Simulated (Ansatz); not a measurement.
System: Ge (fcc type), 1 atom in the cell.

The calculation used Ansatz, PBE with spin–orbit coupling, all-electron LAPW, point nucleus.

k-mesh 4×4×4 Γ-centred; Fermi–Dirac smearing of 0.15 eV.

```
Ge
1.0
     0.00000    2.14000    2.14000
     2.14000    0.00000    2.14000
     2.14000    2.14000    0.00000
Ge
1
Cartesian
  0.0000 0.0000 0.0000
```

Question: Would the cell expand or shrink if it were free to relax?

Answer: The pressure is 0.14 GPa, so at these settings the cell is compressed and would expand.

The k-mesh is coarse, so these values belong to this mesh and can lie far from the converged ones. This cubic structure is a model: it isn't the usual form of the substance at ambient conditions, and such phases are metastable or hypothetical.
